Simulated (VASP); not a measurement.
# ZnS (Wurtzite-2H) (P6_3mc) in VASP: a series of runs, part 2 of 2

VASP 6.6.1. Earlier steps stand in the parts before.

## 4. Band structure, PBEsol

File POSCAR:

```
ZnS
1.0
    3.8110000000      0.0000000000      0.0000000000
   -1.9055000000      3.3004228138      0.0000000000
    0.0000000000      0.0000000000      6.2340000000
Zn S
2 2
Direct
    0.6666666667      0.3333333333      0.5000000000
    0.3333333333      0.6666666667      0.0000000000
    0.6666666667      0.3333333333      0.8850000000
    0.3333333333      0.6666666667      0.3850000000
```

File INCAR.step1:

```
SYSTEM = ZnS
  PREC = Accurate
  ENCUT = 520
  EDIFF = 1E-6
  ISMEAR = -1
  SIGMA = 0.05
  LREAL = .False.
  LASPH = .True.
  NELM = 60
  ALGO = Fast
  ISIF = 2
  LWAVE = .False.
  LCHARG = .True.
  GGA = PS
  NBANDS = 26
```

File KPOINTS.step1:

```
regular mesh
0
Gamma
  8 8 5
  0 0 0
```

File INCAR.step2:

```
SYSTEM = ZnS
  PREC = Accurate
  ENCUT = 520
  EDIFF = 1E-6
  ISMEAR = 0
  SIGMA = 0.05
  LREAL = .False.
  LASPH = .True.
  NELM = 60
  ALGO = Fast
  ISIF = 2
  LWAVE = .False.
  LCHARG = .False.
  GGA = PS
  NBANDS = 26
  ICHARG = 11
```

File KPOINTS.step2:

```
path GMKGALHA,LM,KH
15
line-mode
reciprocal
 0.0000000000  0.0000000000  0.0000000000  G
 0.5000000000  0.0000000000  0.0000000000  M

 0.5000000000  0.0000000000  0.0000000000  M
 0.3333333333  0.3333333333  0.0000000000  K

 0.3333333333  0.3333333333  0.0000000000  K
 0.0000000000  0.0000000000  0.0000000000  G

 0.0000000000  0.0000000000  0.0000000000  G
 0.0000000000  0.0000000000  0.5000000000  A

 0.0000000000  0.0000000000  0.5000000000  A
 0.5000000000  0.0000000000  0.5000000000  L

 0.5000000000  0.0000000000  0.5000000000  L
 0.3333333333  0.3333333333  0.5000000000  H

 0.3333333333  0.3333333333  0.5000000000  H
 0.0000000000  0.0000000000  0.5000000000  A

 0.5000000000  0.0000000000  0.5000000000  L
 0.5000000000  0.0000000000  0.0000000000  M

 0.3333333333  0.3333333333  0.0000000000  K
 0.3333333333  0.3333333333  0.5000000000  H
```

Potentials or basis: VASP PAW PBE potentials, release 64 (Zn, S).

Run with:

```sh
$ cat potpaw_PBE.64/Zn/POTCAR potpaw_PBE.64/S/POTCAR > POTCAR
$ cp INCAR.step1 INCAR
$ cp KPOINTS.step1 KPOINTS
$ mpirun -np 1 vasp_std > vasp.out
$ cp INCAR.step2 INCAR
$ cp KPOINTS.step2 KPOINTS
$ mpirun -np 1 vasp_std > vasp.out
```

OUTCAR:

```text
SYSTEM = ZnS
   PREC = Accurate
   ENCUT = 520
   EDIFF = 1E-6
   ISMEAR = 0
   LREAL = .False.
   LASPH = .True.
   NELM = 60
   ISIF = 2
   GGA = PS
   ICHARG = 11

 ion  position               nearest neighbor table
   1  0.667  0.333  0.500-   4 2.31   4 2.31   4 2.31   3 2.40
   2  0.333  0.667  0.000-   3 2.31   3 2.31   3 2.31   4 2.40
   3  0.667  0.333  0.885-   2 2.31   2 2.31   2 2.31   1 2.40
   4  0.333  0.667  0.385-   1 2.31   1 2.31   1 2.31   2 2.40

  LATTYP: Found a hexagonal cell.
 ALAT       =     3.8110000000
 C/A-ratio  =     1.6357911309

  Lattice vectors:

 A1 = (   3.8110000000,   0.0000000000,   0.0000000000)
 A2 = (  -1.9055000000,   3.3004228138,   0.0000000000)
 A3 = (   0.0000000000,   0.0000000000,   6.2340000000)

Analysis of symmetry for initial positions (statically):
=====================================================================
 Subroutine PRICEL returns:
 Original cell was already a primitive cell.

 Routine SETGRP: Setting up the symmetry group for a
 hexagonal supercell.
[... 189 lines left out ...]
  free energy    TOTEN  =       -14.23348919 eV

  energy without entropy =      -14.23348919  energy(sigma->0) =      -14.23348919

 E-fermi :   2.3022     XC(G=0):  -9.8696

 val. band max:        2.0699602288   @ k =   0.0000   0.0000   0.0000
 cond. band min:       4.1854971302   @ k =   0.0000   0.0000   0.0000
 fundamental gap:      2.1155369014
 Fermi energy:         2.3022124201

 k-point     1 :       0.0000    0.0000    0.0000
  band No.  band energies     occupation
      1     -11.1393      2.00000
      2     -10.1980      2.00000
      3      -4.3331      2.00000
      4      -4.3331      2.00000
      5      -4.2693      2.00000
      6      -4.2693      2.00000
[... 1149 lines left out ...]
     25      10.5628      0.00000
     26      10.5856      0.00000

 [... further k-points ...]

------------------------ aborting loop because EDIFF is reached ----------------------------------------

  FORCE on cell =-STRESS in cart. coord.  units (eV):
  Direction    XX          YY          ZZ          XY          YZ          ZX
  --------------------------------------------------------------------------------------
  -------------------------------------------------------------------------------------
  Total        2.5056881      2.5056881      0.1552676      0.0000000      0.0000000      0.0000000
  in kB       51.1990919     51.1990919      3.1726062      0.0000000      0.0000000      0.0000000
  external PRESSURE =      35.1902634 kB  Pullay stress =       0.0000000 kB

 VOLUME and BASIS-vectors are now :
 -----------------------------------------------------------------------------
  energy-cutoff  :      520.00
  volume of cell :       78.41
      direct lattice vectors                 reciprocal lattice vectors
     3.811000000  0.000000000  0.000000000     0.262398321  0.151495741  0.000000000
    -1.905500000  3.300422814  0.000000000     0.000000000  0.302991482  0.000000000
     0.000000000  0.000000000  6.234000000     0.000000000  0.000000000  0.160410651

 POSITION                                       TOTAL-FORCE (eV/Angst)
 -----------------------------------------------------------------------------------
      1.90550      1.10014      3.11700         0.000000      0.000000      0.516785
     -0.00000      2.20028      0.00000        -0.000000      0.000000      0.516785
      1.90550      1.10014      5.51709        -0.000000     -0.000000     -0.516785
     -0.00000      2.20028      2.40009         0.000000      0.000000     -0.516785
 -----------------------------------------------------------------------------------
    total drift:                               -0.000000     -0.000000     -0.047992

  FREE ENERGIE OF THE ION-ELECTRON SYSTEM (eV)
  ---------------------------------------------------
  free  energy   TOTEN  =       -14.2334891879 eV

  energy  without entropy=      -14.2334891879  energy(sigma->0) =      -14.23348919
```

OUTCAR.step1:

```text
SYSTEM = ZnS
   PREC = Accurate
   ENCUT = 520
   EDIFF = 1E-6
   ISMEAR = -1
   LREAL = .False.
   LASPH = .True.
[... 1105 lines left out ...]
     -0.00000      2.20028      0.00000         0.000000      0.000000      0.308623
      1.90550      1.10014      5.51709        -0.000000     -0.000000     -0.308623
     -0.00000      2.20028      2.40009        -0.000000     -0.000000     -0.308623
 -----------------------------------------------------------------------------------
    total drift:                               -0.000000     -0.000000     -0.000103

  FREE ENERGIE OF THE ION-ELECTRON SYSTEM (eV)
  ---------------------------------------------------
  free  energy   TOTEN  =       -15.1416220857 eV

  energy  without entropy=      -15.1416220857  energy(sigma->0) =      -15.14162209
```

It took 2.7 min on 1 thread of Intel Xeon Platinum 8488C (Sapphire Rapids), shared host; peak memory 0.33 GiB.

What came out:

```
Band gap on the k mesh  : 2.12 eV, direct
Band gap along the path : 2.12 eV, direct
```

Levels at the corners of the path, in eV from the valence-band top:
| point | band 14 | band 15 | band 16 | band 17 | band 18 | band 19 | band 20 | band 21 | band 22 | band 23 |
| --- | --- | --- | --- | --- | --- | --- | --- | --- | --- | --- |
| Γ | -0.87 | -0.87 | -0.01 | -0.01 | 0.00 | 2.12 | 2.88 | 6.21 | 6.21 | 6.52 |
| M | -4.26 | -3.21 | -2.28 | -1.60 | -0.99 | 3.49 | 4.17 | 5.05 | 7.05 | 7.33 |
| M | -4.26 | -3.21 | -2.28 | -1.60 | -0.99 | 3.49 | 4.17 | 5.05 | 7.05 | 7.33 |
| K | -4.41 | -3.94 | -2.25 | -2.25 | -2.25 | 4.31 | 5.88 | 5.88 | 7.74 | 7.83 |
| K | -4.41 | -3.94 | -2.25 | -2.25 | -2.25 | 4.31 | 5.88 | 5.88 | 7.74 | 7.83 |
| Γ | -0.87 | -0.87 | -0.01 | -0.01 | 0.00 | 2.12 | 2.88 | 6.21 | 6.21 | 6.52 |
| Γ | -0.87 | -0.87 | -0.01 | -0.01 | 0.00 | 2.12 | 2.88 | 6.21 | 6.21 | 6.52 |
| A | -2.81 | -0.46 | -0.46 | -0.46 | -0.46 | 3.40 | 3.40 | 6.64 | 6.64 | 6.64 |
| A | -2.81 | -0.46 | -0.46 | -0.46 | -0.46 | 3.40 | 3.40 | 6.64 | 6.64 | 6.64 |
| L | -4.95 | -1.68 | -1.68 | -1.55 | -1.55 | 3.48 | 3.48 | 5.04 | 5.04 | 8.92 |
| L | -4.95 | -1.68 | -1.68 | -1.55 | -1.55 | 3.48 | 3.48 | 5.04 | 5.04 | 8.92 |
| H | -4.83 | -3.17 | -3.17 | -1.27 | -1.27 | 4.43 | 4.43 | 6.34 | 6.34 | 7.25 |
| H | -4.83 | -3.17 | -3.17 | -1.27 | -1.27 | 4.43 | 4.43 | 6.34 | 6.34 | 7.25 |
| A | -2.81 | -0.46 | -0.46 | -0.46 | -0.46 | 3.40 | 3.40 | 6.64 | 6.64 | 6.64 |
| L | -4.95 | -1.68 | -1.68 | -1.55 | -1.55 | 3.48 | 3.48 | 5.04 | 5.04 | 8.92 |
| M | -4.26 | -3.21 | -2.28 | -1.60 | -0.99 | 3.49 | 4.17 | 5.05 | 7.05 | 7.33 |
| K | -4.41 | -3.94 | -2.25 | -2.25 | -2.25 | 4.31 | 5.88 | 5.88 | 7.74 | 7.83 |
| H | -4.83 | -3.17 | -3.17 | -1.27 | -1.27 | 4.43 | 4.43 | 6.34 | 6.34 | 7.25 |

Caveat: the log is that of the step along the path at fixed density, whose energy, stress, charges and moments have no meaning; the PAW data sets were made with another functional, which shifts forces and pressure a little.

## 5. Band structure, revTPSS

File INCAR:

```
  PREC = Accurate
  ENCUT = 520
  EDIFF = 1E-7
  ISMEAR = -1
  SIGMA = 0.05
  LREAL = F
  LASPH = T
  NELM = 80
  ALGO = Normal
  ISIF = 2
  LWAVE = F
  LCHARG = F
  METAGGA = RTPSS
  LMIXTAU = T
```

File KPOINTS:

```
Automatic mesh
0
Gamma
  8 8 5
```

POSCAR is that of step 4.

File KPOINTS_OPT:

```
path GMKGALHA,LM,KH
15
line-mode
reciprocal
 0.0000000000  0.0000000000  0.0000000000  G
 0.5000000000  0.0000000000  0.0000000000  M

 0.5000000000  0.0000000000  0.0000000000  M
 0.3333333333  0.3333333333  0.0000000000  K

 0.3333333333  0.3333333333  0.0000000000  K
 0.0000000000  0.0000000000  0.0000000000  G

 0.0000000000  0.0000000000  0.0000000000  G
 0.0000000000  0.0000000000  0.5000000000  A

 0.0000000000  0.0000000000  0.5000000000  A
 0.5000000000  0.0000000000  0.5000000000  L

 0.5000000000  0.0000000000  0.5000000000  L
 0.3333333333  0.3333333333  0.5000000000  H

 0.3333333333  0.3333333333  0.5000000000  H
 0.0000000000  0.0000000000  0.5000000000  A

 0.5000000000  0.0000000000  0.5000000000  L
 0.5000000000  0.0000000000  0.0000000000  M

 0.3333333333  0.3333333333  0.0000000000  K
 0.3333333333  0.3333333333  0.5000000000  H
```

Run with:

```sh
$ cat potpaw_PBE.64/Zn/POTCAR potpaw_PBE.64/S/POTCAR > POTCAR
$ mpirun -np 1 vasp_std > vasp.out
```

Wall time 6.4 min (1 thread of Intel Xeon Platinum 8559C (Emerald Rapids), shared host); peak memory 0.22 GiB.

It converged, with:

```
Free energy             : -5.6385 eV
Pressure                : 0.1 GPa
Largest force           : 0.299 eV/Å
Band gap on the k mesh  : 2.41 eV, direct
Band gap along the path : 2.41 eV, direct
```

Forces in eV/Å, atoms in the order of the input:
```
Zn   0.000  0.000  0.299
Zn   0.000  0.000  0.299
S    0.000  0.000 -0.299
S    0.000  0.000 -0.299
```

Stress tensor (GPa, compression positive):
```
 0.86  0.00  0.00
 0.00  0.86  0.00
 0.00  0.00 -1.31
```

Levels at the corners of the path, in eV from the valence-band top:
```csv
point,band 15,band 16,band 17,band 18,band 19,band 20,band 21,band 22
Γ,-0.85,0.00,0.00,0.00,2.41,3.15,6.51,6.51
M,-3.20,-2.27,-1.59,-0.98,3.70,4.45,5.22,7.30
M,-3.20,-2.27,-1.59,-0.98,3.70,4.45,5.22,7.30
K,-3.94,-2.25,-2.25,-2.24,4.47,6.16,6.16,7.94
K,-3.94,-2.25,-2.25,-2.24,4.47,6.16,6.16,7.94
Γ,-0.85,0.00,0.00,0.00,2.41,3.15,6.51,6.51
Γ,-0.85,0.00,0.00,0.00,2.41,3.15,6.51,6.51
A,-0.45,-0.45,-0.45,-0.45,3.69,3.69,6.93,6.93
A,-0.45,-0.45,-0.45,-0.45,3.69,3.69,6.93,6.93
L,-1.67,-1.67,-1.54,-1.54,3.72,3.72,5.26,5.26
L,-1.67,-1.67,-1.54,-1.54,3.72,3.72,5.26,5.26
H,-3.16,-3.16,-1.26,-1.26,4.69,4.69,6.52,6.52
H,-3.16,-3.16,-1.26,-1.26,4.69,4.69,6.52,6.52
A,-0.45,-0.45,-0.45,-0.45,3.69,3.69,6.93,6.93
L,-1.67,-1.67,-1.54,-1.54,3.72,3.72,5.26,5.26
M,-3.20,-2.27,-1.59,-0.98,3.70,4.45,5.22,7.30
K,-3.94,-2.25,-2.25,-2.24,4.47,6.16,6.16,7.95
H,-3.16,-3.16,-1.26,-1.26,4.69,4.69,6.52,6.52
```

Caveat: the PAW data sets were made with another functional, which shifts forces and pressure a little.

## 6. Band structure, LAK

File INCAR:

```
SYSTEM = ZnS
ALGO     = Normal         ! electronic algorithm
EDIFF    = 1E-6           ! SCF threshold, eV
ENCUT    = 520            ! plane-wave cutoff, eV
ISIF     = 2              ! what is computed and relaxed
ISMEAR   = -1             ! smearing method
LASPH    = .True.         ! aspherical terms in the spheres
LCHARG   = .False.        ! write CHGCAR
LMIXTAU  = .True.       
LREAL    = .False.        ! projectors in reciprocal space
LWAVE    = .False.        ! write WAVECAR
METAGGA  = LAK            ! meta-GGA
NELM     = 80             ! most SCF steps
PREC     = Accurate       ! precision mode
SIGMA    = 0.05           ! smearing width, eV
```

File KPOINTS:

```
k-points
0
Gamma
  8 8 5
  0 0 0
```

POSCAR is that of step 5.

KPOINTS_OPT: that of step 5 with these lines changed.

```diff
@@ -1,3 +1,3 @@
 path GMKGALHA,LM,KH
-15
+20
 line-mode
```

Potentials or basis: VASP PAW PBE potentials, release 64 (Zn, S).

Run with:

```sh
$ cat potpaw_PBE.64/Zn/POTCAR potpaw_PBE.64/S/POTCAR > POTCAR
$ mpirun -np 1 vasp_std > vasp.out
```

It took 6.5 min on 1 thread of Intel Xeon Platinum 8559C (Emerald Rapids), shared host; peak memory 0.21 GiB.

It converged, with:

| Property | Result |
| --- | --- |
| Free energy | 20.8756 eV |
| Pressure | 3.5 GPa |
| Largest force | 0.333 eV/Å |
| Band gap on the k mesh | 3.32 eV, direct |
| Band gap along the path | 3.32 eV, direct |

Forces on the atoms (eV/Å):
```
Zn   0.000  0.000  0.333
Zn   0.000  0.000  0.333
S    0.000  0.000 -0.333
S    0.000  0.000 -0.333
```

Stress tensor (GPa, compression positive):
```
4.14 0.00 0.00
0.00 4.14 0.00
0.00 0.00 2.14
```

Levels at the corners of the path, in eV from the valence-band top:
| point | band 16 | band 17 | band 18 | band 19 | band 20 | band 21 |
| --- | --- | --- | --- | --- | --- | --- |
| Γ | 0.00 | 0.00 | 0.00 | 3.32 | 3.93 | 7.09 |
| M | -2.26 | -1.53 | -0.98 | 4.32 | 5.17 | 5.78 |
| M | -2.26 | -1.53 | -0.98 | 4.32 | 5.17 | 5.78 |
| K | -2.20 | -2.19 | -2.19 | 5.02 | 6.83 | 6.83 |
| K | -2.20 | -2.19 | -2.19 | 5.02 | 6.83 | 6.83 |
| Γ | 0.00 | 0.00 | 0.00 | 3.32 | 3.93 | 7.09 |
| Γ | 0.00 | 0.00 | 0.00 | 3.32 | 3.93 | 7.09 |
| A | -0.44 | -0.44 | -0.44 | 4.48 | 4.48 | 7.52 |
| A | -0.44 | -0.44 | -0.44 | 4.48 | 4.48 | 7.52 |
| L | -1.66 | -1.53 | -1.53 | 4.38 | 4.38 | 5.91 |
| L | -1.66 | -1.53 | -1.53 | 4.38 | 4.38 | 5.91 |
| H | -3.10 | -1.27 | -1.27 | 5.41 | 5.41 | 7.07 |
| H | -3.10 | -1.27 | -1.27 | 5.41 | 5.41 | 7.07 |
| A | -0.44 | -0.44 | -0.44 | 4.48 | 4.48 | 7.52 |
| L | -1.66 | -1.53 | -1.53 | 4.38 | 4.38 | 5.91 |
| M | -2.26 | -1.53 | -0.98 | 4.32 | 5.17 | 5.78 |
| K | -2.20 | -2.19 | -2.19 | 5.02 | 6.83 | 6.83 |
| H | -3.10 | -1.27 | -1.27 | 5.41 | 5.41 | 7.07 |

Caveat: the PAW data sets were made with another functional, which shifts forces and pressure a little.

## 7. Summary

```tsv
level	potentials or basis	gap on the mesh (eV)	pressure (GPa)	largest force (eV/Å)
PBE	VASP PAW PBE potentials, release 64 (Zn, S)	2.25	2.2	0.32
LDA	VASP PAW LDA potentials, release 64 (Zn, S)	2.02	-3.7	0.30
PBEsol	VASP PAW PBE potentials, release 64 (Zn, S)	2.12	-	-
revTPSS	VASP PAW PBE potentials, release 64 (Zn, S)	2.41	0.1	0.30
LAK	VASP PAW PBE potentials, release 64 (Zn, S)	3.32	3.5	0.33
```

Alike in all rows: task band structure; no spin polarisation; cell as given; k mesh 8 × 8 × 5; cutoff (eV) 520; smearing fermi-dirac 0.05 eV.

Caveats: the PAW data sets were made with another functional, which shifts forces and pressure a little (some runs).

Total energies depend on the potentials used, so only differences within one code and one set of settings carry meaning.

## 8. Against experiment

Step 2. A measured gap of ZnS is 3.911 eV (direct; 4 K; a printed reference work, monograph); the calculated 2.25 eV misses it by -1.66 eV. The value is that of PBE, without temperature or zero-point motion. Semilocal functionals fall short of measured gaps as a rule.

Step 3. A measured gap of ZnS is 3.911 eV (direct; 4 K; a printed reference work, monograph); the calculated 2.02 eV misses it by -1.89 eV. The value is that of LDA, without temperature or zero-point motion. Semilocal functionals fall short of measured gaps as a rule.

Step 4. Measured gap of ZnS: 3.911 eV (direct; 4 K; a printed reference work, monograph). This calculation gives 2.12 eV (-1.80 eV). The value is that of PBEsol, without temperature or zero-point motion. Semilocal functionals fall short of measured gaps as a rule.

Step 5. A measured gap of ZnS is 3.911 eV (direct; 4 K; a printed reference work, monograph); the calculated 2.41 eV misses it by -1.51 eV. The value is that of revTPSS, without temperature or zero-point motion.

Step 6. Against the measured gap of ZnS, 3.911 eV (direct; 4 K; a printed reference work, monograph), the calculated 3.32 eV is off by -0.59 eV. The value is that of LAK, without temperature or zero-point motion.
